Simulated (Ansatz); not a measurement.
# ZrO2: the cost of one run

Program: Ansatz 0.2.0. Level of theory: DFT, PBE, plane-wave PAW, default files, scalar-relativistic. These are calculated values, not measurements.

## (1) The structure to begin with

It takes space group P4_2/nmc (No. 137, tetragonal). The conventional cell has a = 3.596 Å, b = 3.596 Å, c = 5.177 Å, α = 90.00°, β = 90.00°, γ = 90.00°. Zr (site symmetry -4m2) has 8 O at 2.08 to 2.37 Å as nearest neighbours. O (site symmetry 2mm) has 4 Zr at 2.08 to 2.37 Å as nearest neighbours.

Coordinates:

```
Zr O
1.0
     3.59610    0.00000    0.00000
     0.00000    3.59610    0.00000
     0.00000    0.00000    5.17700
Zr O
2 4
Cartesian
  0.0000 0.0000 0.0000
  1.7980 1.7980 2.5885
  0.0000 1.7980 1.0509
  0.0000 1.7980 3.6394
  1.7980 0.0000 1.5376
  1.7980 0.0000 4.1261
```

## (2) First run, atoms as given

Input file input.yaml:

```yaml
crystal:
  lattice:
    - [3.5961, 0.0, 0.0]
    - [0.0, 3.5961, 0.0]
    - [0.0, 0.0, 5.177]
  atoms:
    - { symbol: Zr, position: [0.0, 0.0, 0.0] }
    - { symbol: Zr, position: [0.5, 0.5, 0.5] }
    - { symbol: O, position: [0.0, 0.5, 0.203] }
    - { symbol: O, position: [0.0, 0.5, 0.703] }
    - { symbol: O, position: [0.5, 0.0, 0.297] }
    - { symbol: O, position: [0.5, 0.0, 0.797] }
kpoints:
  mp_grid: { grid: [8, 8, 6] }
scf:
  occupations: { method: fermi_dirac, width: 0.02 }
hamiltonian:
  xc: pbe
  pseudopotentials: { kind: paw }
output:
  forces: true
  stress: true
  populations: true
  efg:
    quadrupole_moments_barn: { Zr: -0.176, O: -0.02558 }
    contact_densities: true
```

Command:

```sh
$ ansatz run input.yaml --threads 1 --pin off --max-ram 3072MiB --backend cpu --events-out ev --progress --plain --runs-dir out
```

**Question.** How long does this run take on 1 thread of Intel Xeon 6975P-C (Granite Rapids), shared host, and how much memory does it need?

About 5.7 s, with a peak of 0.49 GiB.
